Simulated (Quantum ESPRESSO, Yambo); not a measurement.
Planning a run of Yambo 5.3.0 on AgCl (Fm-3m). The input:

```
HF_and_locXC
gw0
dyson
ppa
em1d
rim_cut
RandQpts= 1000000
RandGvec= 1 RL
EXXRLvcs= 74 Ry
VXCRLvcs= 296 Ry
Chimod= "HARTREE"
% BndsRnXp
 1 | 223 |
%
NGsBlkXp= 17 Ry
% LongDrXp
 1 | 1 | 1 |
%
% GbndRnge
 1 | 223 |
%
DysSolver= "n"
ExtendOut
PPAPntXp= 27.21138 eV
% QPkrange
 3 | 3 | 12 | 15 |
 1 | 1 | 12 | 15 |
%
```

```sh
OMP_NUM_THREADS=1 mpirun -n 8 yambo -F gw1.in -J gw1 -C gw1 > gw1.log
```

The stored states that it reads are on a 4×4×4 mesh. It takes space group Fm-3m (No. 225, cubic). Conventional cell: a = 5.597 Å, b = 5.597 Å, c = 5.597 Å, α = 90.00°, β = 90.00°, γ = 90.00°. Nearest to Ag lie 6 Cl at 2.80 Å. Nearest to Cl lie 6 Ag at 2.80 Å. Farther neighbours and most contacts between anions are not listed.

**Question.** Estimate wall time and host memory on 8 MPI ranks of Intel Xeon 6975P-C (Granite Rapids), shared host.

It took 2.2 min; on shared hardware allow 66 s to 4.4 min. Peak host memory was 3.3 GiB.

The screening grows as filled bands × empty bands × pairs of k points, times the square of the screening basis for the matrix.

[Paths, hosts, dates, memory and timing lines, banners, echoed tables and standing remarks are left out of the program output.]

[Logs are printed without paths, hosts, clocks, repeated set-up lines and the standing remarks that a program may print on its own settings, such as how far it seeks lower states.]

[Runs of the session that timed out or met a known fault of the program may be left out.]

[Hosts, paths, dates, database ids (printed as entryN), source tags and the programs' standing remarks are cut or masked in the printed files.]
